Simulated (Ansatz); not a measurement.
**2H-WS2 monolayer in a perpendicular field**

What dipole does a perpendicular field induce in the 2H-WS2 monolayer, and does the gap follow? A positive field points along +c.

Calculated with Ansatz 0.2.0; plane-wave DFT, PBE-D3(BJ), Ansatz PAW (set soft_1); PAW set soft_1.

**What experiment says.**

For WS2, single layer (single layer on SiO2, quoted from earlier measurement), “Imaging microscopic electronic contrasts at the interface of single-layer WS2 with oxide and boron nitride substrates” (2019, arxiv:1903.10400) quotes earlier work: band gap (quasiparticle band gap) 2.4 eV [literature measured value used as input for band alignment; WS2 supported on SiO2, so …].

### 1. Starting point

The cell holds 3 atoms: 2 S and 1 W. Cell: a = 3.180 Å, b = 3.180 Å, c = 37.976 Å, α = 90.0°, β = 90.0°, γ = 120.0°. Vacuum lies along c.

### 2. Relaxing the slab

The starting cell is a guess, so the in-plane lattice and the atoms are relaxed first, with the slab cut off from its images along the normal.

File input.yaml:

```yaml
crystal:
  lattice:
    - [3.18, 0.0, 0.0]
    - [-1.59, 2.753960784, 0.0]
    - [0.0, 0.0, 37.9756202327]
  atoms:
    - { symbol: S, position: [0.3333333333, 0.6666666667, 0.4542387957] }
    - { symbol: W, position: [0.0, 0.0, 0.5] }
    - { symbol: S, position: [0.3333333333, 0.6666666667, 0.5457612043] }
  periodic: [true, true, false]
kpoints:
  mp_grid: { grid: [12, 12, 1] }
hamiltonian:
  xc: pbe
  dispersion: d3bj
  pseudopotentials: { kind: paw, azcp: { folder: soft_1 } }
scf:
  occupations: { method: fermi_dirac, width: 0.05 }
  convergence: { dr2_threshold: 1.0e-09 }
relax:
  f_tol: 0.004
  max_steps: 90
  cell: {}
output:
  write_potential: true
  write_density: true
  volumetric_format: npy
```

Started as:

```sh
$ ansatz run input.yaml --threads 2 --pin off --max-ram 3072MiB --backend cpu --events-out ev --progress --plain --runs-dir out
```

Numbers of over 12 decimals in the logs are rounded to 6 here.

What it wrote:

```text
Warning: relax.cell: scf.convergence.dr2_threshold = 1e-9 eV is looser than the 1.65205205769e-10 eV advised for a relaxation that steers and ends on the stress (1e-10 eV for each atom of the cell: 3, times the square of relax.cell.stress_2d_tol = 0.05 N/m over 13.5 Å (the atoms' height at the walk's start and 5 Å past either face), 3.710e-2 GPa, over a crystal's default 0.05). What an SCF threshold leaves in a stress goes as its square root, and in the free energy as the threshold itself, and one threshold admits the most on a small cell: [figures from the program's tests cut] Set scf.convergence.dr2_threshold to 1.65205205769e-10 eV or tighter. [rest of the remark cut]
Engine: ansatz 0.2.0, aarch64-unknown-linux-gnu
Pseudopotentials: kind: paw
Pseudopotential: S, paw, valence charge 6, recommended cutoff 420 eV (normal), soft_1/S.paw.azcp
Pseudopotential: W, paw, valence charge 14, recommended cutoff 420 eV (normal), soft_1/W.paw.azcp
Functional definition: PBE
  parameter kappa = 0.804
  parameter beta = 0.066725
  exchange = pbe_x(kappa = kappa, mu = beta*pi^2/3)
  correlation = pbe_c(beta = beta)
Crystal: 3 atoms, lattice volume = 332.575 Å³
Basis set: ecut = 420 eV, 6523 PW (Γ), exchange–correlation on 48×48×512 points (8 copies of the dense FFT grid, shifted against one another)
Bands: 17, of which v1, the nominal top of the filled ones, is band 13 counted from 1 (12 counted from 0)
Symmetry: 12 space group operations
Space group: P-6m2 (ITA 187), of the structure as read, at distance tolerance 6.9e-5 Å
k-points: 19 of 144 (time reversal used)
Non-local potential: S, projectors of the file, l = 0: 2, l = 1: 2, l = 2: 1
Non-local potential: W, projectors of the file, l = 0: 3, l = 1: 2, l = 2: 2, l = 3: 1
PAW form: soft (Blöchl's): semilocal exchange-correlation on the pseudo side does not see the compensation charge
PAW one-centre angular grid: S, 110 points (default); XC on 64 Gauss nodes
PAW one-centre angular grid: W, 590 points (default); XC on 64 Gauss nodes
Initial density: superposition of atomic densities (neutral atoms: chi_scale 0, normalization atom)
Initial wavefunctions: pseudopotential atomic-orbital guess
Functional: x = pbe(κ = 0.804, μ = 0.219515), c = pbe(β = 0.066725)
SCF iter   1: F=—  HF=-12193.397415 eV  |F-HF|=—  |Δ(HF+E_count)|=         —  Δρ=1.92e-2  dr2=1.57e0  ethr=3.10e-3  ⟨swp⟩=18.8  Hψ=3683  notcnv=0
preconditioner: auto → Resta (q_TF=auto, 1.784 Å⁻¹)  ε∞=2.1  [insulator: Δε(μ)=1.439 eV  Ē_g=8.381 eV  σ=0.050 eV  W_gap=1.00  n_scr=20 (ndim 8)  ℏωp=8.6 eV  f_vac=0.797  D(μ)=0.00/eV (n_scr^D=0)  ε∞_Penn≈2.1  vacuum switching on, ρ_ref=5.1e-3 e/Å³]
SCF iter   2: F=—  HF=-12193.110569 eV  |F-HF|=—  |Δ(HF+E_count)|=   2.87e-1  Δρ=1.01e-2  dr2=1.11e0  ethr=3.10e-3  ⟨swp⟩=4.5  Hψ=1011  notcnv=0
SCF iter   3: F=—  HF=-12193.019552 eV  |F-HF|=—  |Δ(HF+E_count)|=   9.10e-2  Δρ=7.77e-3  dr2=4.04e-1  ethr=3.10e-3  ⟨swp⟩=3.7  Hψ=702  notcnv=0
SCF iter   4: F=—  HF=-12192.972912 eV  |F-HF|=—  |Δ(HF+E_count)|=   4.66e-2  Δρ=3.89e-3  dr2=8.29e-2  ethr=1.55e-3  ⟨swp⟩=2.1  Hψ=593  notcnv=0
SCF iter   5: F=—  HF=-12192.963084 eV  |F-HF|=—  |Δ(HF+E_count)|=   9.83e-3  Δρ=5.65e-4  dr2=9.13e-4  ethr=3.19e-4  ⟨swp⟩=3.3  Hψ=654  notcnv=0
SCF iter   6: F=—  HF=-12192.963591 eV  |F-HF|=—  |Δ(HF+E_count)|=   5.08e-4  Δρ=2.18e-4  dr2=8.92e-5  ethr=3.51e-6  ⟨swp⟩=3.9  Hψ=784  notcnv=0
SCF iter   7: F=—  HF=-12192.963594 eV  |F-HF|=—  |Δ(HF+E_count)|=   2.94e-6  Δρ=1.63e-4  dr2=8.06e-5  ethr=3.43e-7  ⟨swp⟩=3.2  Hψ=731  notcnv=0
SCF iter   8: F=—  HF=-12192.963573 eV  |F-HF|=—  |Δ(HF+E_count)|=   2.07e-5  Δρ=9.87e-5  dr2=3.03e-5  ethr=3.10e-7  ⟨swp⟩=1.8  Hψ=474  notcnv=0
SCF iter   9: F=—  HF=-12192.963571 eV  |F-HF|=—  |Δ(HF+E_count)|=   2.37e-6  Δρ=1.64e-5  dr2=9.14e-7  ethr=1.17e-7  ⟨swp⟩=3.0  Hψ=663  notcnv=0
SCF iter  10: F=—  HF=-12192.963567 eV  |F-HF|=—  |Δ(HF+E_count)|=   3.74e-6  Δρ=1.17e-5  dr2=4.57e-7  ethr=3.52e-9  ⟨swp⟩=3.2  Hψ=594  notcnv=0
SCF iter  11: F=—  HF=-12192.963567 eV  |F-HF|=—  |Δ(HF+E_count)|=   1.41e-7  Δρ=6.54e-7  dr2=1.80e-9  ethr=1.76e-9  ⟨swp⟩=2.4  Hψ=586  notcnv=0
SCF iter  12: F=-12192.963567 eV  HF=-12192.963567 eV  |F-HF|=1.27e-10  |Δ(HF+E_count)|=   3.52e-9  Δρ=3.42e-7  dr2=5.47e-10  ethr=3.85e-12  ⟨swp⟩=15.5  Hψ=3401  notcnv=0
SCF 1 converged in 12 iterations: F = -12192.963567 eV  dr2 = 5.47e-10
  greatest PAW one-centre occupation: 0.999 electrons in one spin orbital (limit 2), on the W atom at site 1 (counted from 0), in its partial waves of l = 0
relax step   1: F+E_penalty+E_count = -12192.96356704 eV  Δ(F+E_penalty+E_count) = +0.000e0 eV  max|allowed force component| = 2.673e0 eV/Å  Δτ_max = 0.0000 Å  P = -6.282 N/m  Ω = 332.575 Å³  fix = [c, alpha, beta]  reactions: c -0.000 N/m  (12 SCF iters, accepted)
Crystal: 3 atoms, lattice volume = 330.750 Å³
Basis set: ecut = 420 eV, 6451 PW (Γ), exchange–correlation on 48×48×512 points (8 copies of the dense FFT grid, shifted against one another)
Initial density: handed on by an earlier stage of this run
Initial wavefunctions: those handed on with the density
iter 1 solved again at ethr=9.92e-4 eV; its pass at ethr=3.10e-3 eV (dr2=2.58e-1 eV) is discarded
SCF iter   1: F=—  HF=-12193.488581 eV  |F-HF|=—  |Δ(HF+E_count)|=         —  Δρ=6.93e-3  dr2=2.60e-1  ethr=9.92e-4  ⟨swp⟩=1.7  Hψ=3769  notcnv=0
preconditioner: auto → Resta (q_TF=auto, 1.786 Å⁻¹)  ε∞=2.0  [insulator: Δε(μ)=1.634 eV  Ē_g=8.784 eV  σ=0.050 eV  W_gap=1.00  n_scr=20 (ndim 8)  ℏωp=8.7 eV  f_vac=0.815  D(μ)=0.00/eV (n_scr^D=0)  ε∞_Penn≈2.0  vacuum switching on, ρ_ref=5.6e-3 e/Å³]
SCF iter   2: F=—  HF=-12193.465804 eV  |F-HF|=—  |Δ(HF+E_count)|=   2.28e-2  Δρ=4.31e-3  dr2=1.64e-1  ethr=9.92e-4  ⟨swp⟩=4.4  Hψ=805  notcnv=0
SCF iter   3: F=—  HF=-12193.438673 eV  |F-HF|=—  |Δ(HF+E_count)|=   2.71e-2  Δρ=2.10e-3  dr2=1.16e-2  ethr=6.30e-4  ⟨swp⟩=3.8  Hψ=726  notcnv=0
SCF iter   4: F=—  HF=-12193.437260 eV  |F-HF|=—  |Δ(HF+E_count)|=   1.41e-3  Δρ=5.11e-4  dr2=1.24e-3  ethr=4.48e-5  ⟨swp⟩=3.7  Hψ=709  notcnv=0
SCF iter   5: F=—  HF=-12193.437178 eV  |F-HF|=—  |Δ(HF+E_count)|=   8.20e-5  Δρ=1.70e-4  dr2=1.64e-4  ethr=4.75e-6  ⟨swp⟩=3.4  Hψ=649  notcnv=0
SCF iter   6: F=—  HF=-12193.437146 eV  |F-HF|=—  |Δ(HF+E_count)|=   3.22e-5  Δρ=4.71e-5  dr2=1.76e-5  ethr=6.32e-7  ⟨swp⟩=3.2  Hψ=619  notcnv=0
SCF iter   7: F=—  HF=-12193.437110 eV  |F-HF|=—  |Δ(HF+E_count)|=   3.57e-5  Δρ=1.47e-5  dr2=1.19e-6  ethr=6.76e-8  ⟨swp⟩=2.7  Hψ=620  notcnv=0
SCF iter   8: F=—  HF=-12193.437110 eV  |F-HF|=—  |Δ(HF+E_count)|=   6.86e-7  Δρ=3.78e-6  dr2=1.08e-7  ethr=4.57e-9  ⟨swp⟩=3.5  Hψ=758  notcnv=0
SCF iter   9: F=—  HF=-12193.437110 eV  |F-HF|=—  |Δ(HF+E_count)|=   1.52e-8  Δρ=8.55e-7  dr2=5.05e-9  ethr=4.17e-10  ⟨swp⟩=3.4  Hψ=604  notcnv=0
SCF iter  10: F=-12193.437110 eV  HF=-12193.437110 eV  |F-HF|=3.82e-10  |Δ(HF+E_count)|=  7.04e-10  Δρ=2.02e-7  dr2=1.88e-10  ethr=3.85e-12  ⟨swp⟩=14.5  Hψ=2941  notcnv=0
SCF 2 converged in 10 iterations: F = -12193.437110 eV  dr2 = 1.88e-10
relax step   2: F+E_penalty+E_count = -12193.43710961 eV  Δ(F+E_penalty+E_count) = -4.735e-1 eV  max|allowed force component| = 5.981e-1 eV/Å  Δτ_max = 0.1949 Å  P = +0.580 N/m  Ω = 330.750 Å³  energy of the carried Pulay correction = +7.319e-5 eV  fix = [c, alpha, beta]  reactions: c +0.000 N/m  (10 SCF iters, accepted)
Crystal: 3 atoms, lattice volume = 328.371 Å³
Basis set: ecut = 420 eV, 6343 PW (Γ), exchange–correlation on 48×48×512 points (8 copies of the dense FFT grid, shifted against one another)
iter 1 solved again at ethr=2.86e-5 eV; its pass at ethr=3.10e-3 eV (dr2=7.43e-3 eV) is discarded
SCF iter   1: F=—  HF=-12193.456320 eV  |F-HF|=—  |Δ(HF+E_count)|=         —  Δρ=1.38e-3  dr2=6.74e-3  ethr=2.86e-5  ⟨swp⟩=3.2  Hψ=3590  notcnv=0
preconditioner: auto → Resta (q_TF=auto, 1.788 Å⁻¹)  ε∞=2.0  [insulator: Δε(μ)=1.955 eV  Ē_g=8.761 eV  σ=0.050 eV  W_gap=1.00  n_scr=20 (ndim 8)  ℏωp=8.7 eV  f_vac=0.810  D(μ)=0.00/eV (n_scr^D=0)  ε∞_Penn≈2.0  vacuum switching on, ρ_ref=5.6e-3 e/Å³]
SCF iter   2: F=—  HF=-12193.455436 eV  |F-HF|=—  |Δ(HF+E_count)|=   8.83e-4  Δρ=7.03e-4  dr2=3.80e-3  ethr=2.59e-5  ⟨swp⟩=2.5  Hψ=560  notcnv=0
SCF iter   3: F=—  HF=-12193.454917 eV  |F-HF|=—  |Δ(HF+E_count)|=   5.19e-4  Δρ=4.63e-4  dr2=8.53e-4  ethr=1.46e-5  ⟨swp⟩=2.9  Hψ=545  notcnv=0
SCF iter   4: F=—  HF=-12193.454812 eV  |F-HF|=—  |Δ(HF+E_count)|=   1.06e-4  Δρ=2.22e-4  dr2=1.99e-4  ethr=3.28e-6  ⟨swp⟩=1.9  Hψ=447  notcnv=0
SCF iter   5: F=—  HF=-12193.454786 eV  |F-HF|=—  |Δ(HF+E_count)|=   2.54e-5  Δρ=4.17e-5  dr2=4.79e-6  ethr=7.65e-7  ⟨swp⟩=2.9  Hψ=557  notcnv=0
SCF iter   6: F=—  HF=-12193.454752 eV  |F-HF|=—  |Δ(HF+E_count)|=   3.36e-5  Δρ=7.85e-6  dr2=1.60e-7  ethr=1.84e-8  ⟨swp⟩=3.1  Hψ=716  notcnv=0
SCF iter   7: F=—  HF=-12193.454749 eV  |F-HF|=—  |Δ(HF+E_count)|=   3.66e-6  Δρ=1.08e-6  dr2=2.55e-9  ethr=6.16e-10  ⟨swp⟩=3.5  Hψ=702  notcnv=0
SCF iter   8: F=-12193.454749 eV  HF=-12193.454749 eV  |F-HF|=4.98e-10  |Δ(HF+E_count)|=  3.60e-10  Δρ=2.02e-7  dr2=9.50e-11  ethr=3.85e-12  ⟨swp⟩=14.1  Hψ=3022  notcnv=0
SCF 3 converged in 8 iterations: F = -12193.454749 eV  dr2 = 9.50e-11
relax step   3: F+E_penalty+E_count = -12193.45474883 eV  Δ(F+E_penalty+E_count) = -1.764e-2 eV  max|allowed force component| = 1.368e-1 eV/Å  Δτ_max = 0.0400 Å  P = -0.305 N/m  Ω = 328.371 Å³  energy of the carried Pulay correction = +1.692e-4 eV  fix = [c, alpha, beta]  reactions: c -0.000 N/m  (8 SCF iters, accepted)
[...]
relax step   4: F+E_penalty+E_count = -12193.45570411 eV  Δ(F+E_penalty+E_count) = -9.553e-4 eV  max|allowed force component| = 4.616e-3 eV/Å  Δτ_max = 0.0066 Å  P = -0.005 N/m  Ω = 328.283 Å³  energy of the carried Pulay correction = +1.728e-4 eV  fix = [c, alpha, beta]  reactions: c -0.000 N/m  (7 SCF iters, accepted)
[...]
relax step   5: F+E_penalty+E_count = -12193.45570448 eV  Δ(F+E_penalty+E_count) = -3.672e-7 eV  max|allowed force component| = 4.003e-5 eV/Å  Δτ_max = 0.0003 Å  P = -0.000 N/m  Ω = 328.302 Å³  energy of the carried Pulay correction = +1.720e-4 eV  fix = [c, alpha, beta]  reactions: c -0.000 N/m  (5 SCF iters, accepted)
Initial wavefunctions: pseudopotential atomic-orbital guess (no wavefunctions were taken with the density)
iter 1 solved again at ethr=5.50e-7 eV; its pass at ethr=3.10e-3 eV (dr2=1.43e-4 eV) is discarded
SCF iter   1: F=—  HF=-12193.455560 eV  |F-HF|=—  |Δ(HF+E_count)|=         —  Δρ=8.75e-6  dr2=4.91e-8  ethr=5.50e-7  ⟨swp⟩=6.3  Hψ=5372  notcnv=0
eigensolver tolerance schedule: the retry pair's looser diagonalisation over-reported the residual by 2911.61 of it (diagonalisation noise at 1.07 of the residual, at the tolerance the schedule requests for it); recorded, not acted on — ethr = c·dr2/N_el stays at c = 1.0e-1
SCF iter   2: F=—  HF=-12193.455513 eV  |F-HF|=—  |Δ(HF+E_count)|=   4.68e-5  Δρ=4.54e-6  dr2=3.84e-8  ethr=1.89e-10  ⟨swp⟩=5.6  Hψ=1206  notcnv=0
SCF iter   3: F=—  HF=-12193.455513 eV  |F-HF|=—  |Δ(HF+E_count)|=   6.88e-9  Δρ=2.73e-6  dr2=1.58e-8  ethr=1.48e-10  ⟨swp⟩=3.0  Hψ=552  notcnv=0
SCF iter   4: F=-12193.455513 eV  HF=-12193.455513 eV  |F-HF|=1.05e-9  |Δ(HF+E_count)|=   2.24e-9  Δρ=7.56e-7  dr2=3.25e-10  ethr=3.85e-12  ⟨swp⟩=16.2  Hψ=3619  notcnv=0
SCF 6 converged in 4 iterations: F = -12193.455513 eV  dr2 = 3.25e-10
relax step   6: F+E_penalty+E_count = -12193.45551312 eV  Δ(F+E_penalty+E_count) = +1.914e-4 eV  max|allowed force component| = 1.409e-4 eV/Å  Δτ_max = 0.0000 Å  P = +0.003 N/m  Ω = 328.302 Å³  fix = [c, alpha, beta]  reactions: c +0.000 N/m  stress off target by 3.41e-3 N/m on what of the cell is left free  SCF on the basis re-selected at this cell (its energy is not comparable with the rows above)  (4 SCF iters)
basis re-selected at this cell: Δ(F+E_penalty+E_count) = +1.914e-4 eV, ΔP = +0.004 N/m vs the last step (what re-selecting the basis moved, of the pressure what is left beyond the Pulay correction that the steps carried, after the strain that the cell walked since its last selection, with what the two solves' SCF thresholds leave and, on support functions, any second-order correction that the steps lacked; it is no m [...]
WARN: The output density's exchange-correlation potential varies sharply where the density is thin. Do not read a vacuum level from v_tot or v_xc, or from such a field of the output density. On a cell that repeats whose density bears no net charge and no dipole along the vacuum's axis use v_es (v_loc + v_h of the components); under efield.dipole_correction with no amplitude use v_es + v_field, which holds any externa [...]
SCF converged after 4 iterations
Free energy (F): -12193.455513 eV
Harris-Foulkes:  -12193.455513 eV  (|F-HF|=1.05e-9)
Internal energy: -12193.455513 eV  (E = F + TS)
E sigma→0 (E₀):  -12193.455513 eV
Fermi energy:    -4.735589 eV
--- Per-component energies (eV) ---
  E_band       = -622.089208
  E_kinetic    = 634.173866
  E_local      = -58527.867641  (includes V_loc(G=0)·N_el)
  E_nonlocal   = 43.789101
  E_hartree    = 28903.193557
  E_xc         = -445.882737
  E_vxc        = -397.325025  (∫ρ·V_xc dr)
  E_paw        = -9794.688263  (= ΣΔE_a)
  E_vpaw       = -181.247362  (= ΣTr[D̂ρ^β])
  E_aug_tail   = 0.000155  (compensation charges beyond the density's cutoff)
  E_ewald      = 26994.756005
  E_disp       = -0.929556  (pairwise vdW)
  E_smearing   = -0.000000  (= −TS)
  E_closure    = -0.000000  (closes the sum)
  Σ components = -12193.455513   (vs F -12193.455513, Δ=0.00e0)
--- Forces (eV/Å), atoms counted from 1 ---
  atom   1  S     -0.00000000     0.00000000    -0.00014091
  atom   2  W      0.00000000    -0.00000000     0.00000000
  atom   3  S     -0.00000000     0.00000000     0.00014091
  max |Σ_I F_I| component: 2.13e-16 eV/Å
--- 2D stress c σ (N/m, compression-positive) ---
        0.003409      -0.000000       0.000000
       -0.000000       0.003409       0.000000
        0.000000       0.000000       0.000000
  P = ½ c Tr σ = 0.0034 N/m
--- Band table (eV; the first three rows and the last of 19) ---
  k-point 0: bands = [... 9 lower, -7.8798, -7.2530, -7.2530, -5.8176, -2.7454, -2.7454, -2.6138, -2.6138]
  k-point 1: bands = [... 9 lower, -8.2498, -7.4378, -7.0917, -5.8667, -2.9109, -2.8478, -2.7179, -2.5291]
  k-point 2: bands = [... 9 lower, -8.0676, -7.8678, -7.1092, -6.1090, -3.3424, -2.9408, -2.8361, -2.0356]
  k-point 18: bands = [... 9 lower, -9.5818, -8.9741, -8.1156, -5.6852, -3.7647, -2.3912, -1.6121, -0.0436]
--- Relaxed structure (5 steps of the walk, 5 accepted, 1 SCFs on fresh bases) ---
  F+E_penalty+E_count = -12193.45551312 eV   max|allowed force component| = 1.409e-4 eV/Å   (the final SCF, on the basis selected at the relaxed cell)
  cell:  # Å, volume = 328.3021 Å³
    - [3.159505, 7.584582600962333e-19, 0]
    - [-1.579753, 2.736212, 0]
    - [0, 0, 37.9756202327]
  atoms:
    - { symbol: S, position: [0.333333, 0.666667, 0.458498] }
    - { symbol: W, position: [0, -2.8783559898885975e-17, 0.5] }
    - { symbol: S, position: [0.333333, 0.666667, 0.541502] }
```

Wall time 27 s (2 threads of Arm Neoverse V2, shared host); peak memory 0.52 GiB; 53 s of CPU time.

Step by step:

```
step  energy less that of the first step (eV)  largest force component (eV/Å)  volume (Å³)
   1                                   0.0000                          2.6730       332.58
   2                                  -0.4735                          0.5981       330.75
   3                                  -0.4912                          0.1368       328.37
   4                                  -0.4921                          0.0046       328.28
   5                                  -0.4921                          0.0000       328.30
  6*                                  -0.4919                          0.0001       328.30
```

Relaxation steps marked * repeat the geometry before them on a plane-wave basis chosen anew for their cell, so energy and pressure can jump there.

The run keeps the 12 symmetry operations that it works with, so distortions that break them were not tested.

```
cell as run  before  after  change
      a (Å)   3.180  3.160  -0.6 %
      b (Å)   3.180  3.160  -0.6 %
```

The atoms that moved most (Å, along periodic axes as changes of fractional coordinates times the final cell, across vacuum about the mean position):

```
atom     dx     dy      dz  length
  S1  0.000  0.000   0.162   0.162
  S3  0.000  0.000  -0.162   0.162
```

The relaxed structure:

```xyz
3
Lattice="3.1595 0.0000 0.0000 -1.5798 2.7362 0.0000 0.0000 0.0000 37.9756" Properties=species:S:1:pos:R:3
S     0.0000    1.8241   17.4117
W     0.0000    0.0000   18.9878
S     0.0000    1.8241   20.5639
```

Numbers from this step:

```
gap on the k-mesh : 1.920 eV
```

The lattice constant a goes from 3.180 to 3.160 Å.

[end of part 1 of 3]

[Logs are printed without paths, hosts, clocks, repeated set-up lines and the standing remarks that a program may print on its own settings, such as how far it seeks lower states.]

[Hosts, paths, dates, database ids (printed as entryN), source tags and the programs' standing remarks are cut or masked in the printed files.]

[Maps of the electrostatic potential energy from Ansatz leave out the sawtooth potential of an applied field or a dipole correction, so their vacuum need not be flat; planar profiles and work functions include it.]
